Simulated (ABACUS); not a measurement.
The system is TiC.

```
Ti C
1.0
     0.00000    2.16572    2.16572
     2.16572    0.00000    2.16572
     2.16572    2.16572    0.00000
Ti C
1 1
Direct
  0.00000 0.00000 0.00000
  0.50000 0.50000 0.50000
```

The cell is a database's computed one.

Program: ABACUS 3.10.1. Alike in all runs: task single point; no spin polarisation; cell as given; smearing fermi-dirac 0.05 eV.

Question: Order these runs on this cell by their pressure, lowest first.
A. level PBE; potentials or basis PseudoDojo NC SR 0.4.1 PBE standard, DZP LCAO (the cutoffs set its grid); k mesh 11 × 11 × 11; cutoff (eV) 1361; radial cutoff of the potentials (pseudo_rcut) 10 bohr; SCF threshold on the density 1e-07; eigensolver genelpa
B. level r2SCAN; potentials or basis SG15 ONCV 1.2 PBE, plane waves; k mesh 7 × 7 × 7; cutoff (eV) 1320; radial cutoff of the potentials (pseudo_rcut) 10 bohr; SCF threshold on the density 1e-08; eigensolver dav
C. level LDA; potentials or basis PseudoDojo NC SR 0.4.1 LDA standard, plane waves; k mesh 9 × 9 × 9; cutoff (eV) 1143; radial cutoff of the potentials (pseudo_rcut) 10 bohr; SCF threshold on the density 1e-08; eigensolver dav
D. level PBEsol; potentials or basis PseudoDojo NC SR 0.4.1 PBEsol standard, plane waves; k mesh 11 × 11 × 11; cutoff (eV) 1143; radial cutoff of the potentials (pseudo_rcut) 7 bohr; SCF threshold on the density 1e-08; eigensolver dav
E. level BLYP; potentials or basis GBRV ultrasoft 1.5 PBE, plane waves; k mesh 9 × 9 × 9; cutoff (eV) 544; radial cutoff of the potentials (pseudo_rcut) 10 bohr; SCF threshold on the density 1e-08; eigensolver dav

Answer: C (-12.0 GPa), D (-6.5 GPa), B (-0.8 GPa), A (1.2 GPa), E (8.7 GPa).

Caveats: the potentials were made for another functional, which shifts forces and pressure (some runs); the atomic orbitals were generated for these runs and aren't a published set (some runs); the basis of atomic orbitals isn't converged, which shifts pressures, moduli and gaps (some runs).

Not every run made on this cell is shown here.
